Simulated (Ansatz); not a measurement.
The system is CrCuO2.

```xyz
4
Lattice="1.4867 0.8583 5.7000 -1.4867 0.8583 5.7000 0.0000 -1.7167 5.7000" Properties=species:S:1:pos:R:3 pbc="T T T"
Cu    0.0000    0.0000    0.0000
Cr    0.0000    0.0000    8.5500
O     0.0000    0.0000   15.2546
O     0.0000    0.0000    1.8454
```

* Program: Ansatz 0.2.0
* Task: relaxation of cell and atoms
* Functional: RPBE
* Potentials or basis: Ansatz PAW
* Cutoff: 420 eV (not typed: the program's choice for these potentials)
* k mesh: 10 × 10 × 10
* Occupations: fermi-dirac, width 0.05 eV
* Spin: collinear spin, ferromagnetic start
* Starting moments: [0.6, 3.0, 0.0, 0.0] μB

At the start: volume 10.91 Å³/atom.

Q: Where does the relaxation end?

A: It ends after 9 steps and the volume is 11.57 Å³/atom (+6.1 %); space group R-3m (No. 166, to 0.05 Å); moment 3.00 μB per cell.

Step by step:
```csv
step,energy change (eV),largest force (eV/Å),volume (Å³)
1,0.0000,0.0100,43.64
2,-0.0518,0.0114,45.14
3,-0.0602,0.0298,46.07
4,-0.0602,0.0153,46.15
5,-0.0602,0.0037,46.15
6,-0.0602,0.0001,46.15
7,-0.0721,0.0017,46.15
8,-0.0718,0.0002,46.29
9,-0.0723,0.0002,46.29
```

Final structure:
```yaml
crystal:
  lattice:
    - [1.52404, 0.87990, 5.75258]
    - [-1.52404, 0.87990, 5.75258]
    - [0.00000, -1.75981, 5.75258]
  atoms:
    - { symbol: Cu, position: [0.00000, 0.00000, 0.00000] }
    - { symbol: Cr, position: [0.50000, 0.50000, 0.50000] }
    - { symbol: O, position: [0.89134, 0.89134, 0.89134] }
    - { symbol: O, position: [0.10866, 0.10866, 0.10866] }
```

Caveat: the plane-wave basis is chosen anew once the cell has moved, so the energies of steps on either side of that aren't comparable; the pressure holds a Pulay correction of +0.5 GPa for the finite cutoff; only a ferromagnetic start was run, and an antiferromagnetic order may lie lower in energy; the PAW data sets come from PBE, with cores solved anew for the run's functional, which leaves a small shift of forces and pressure.
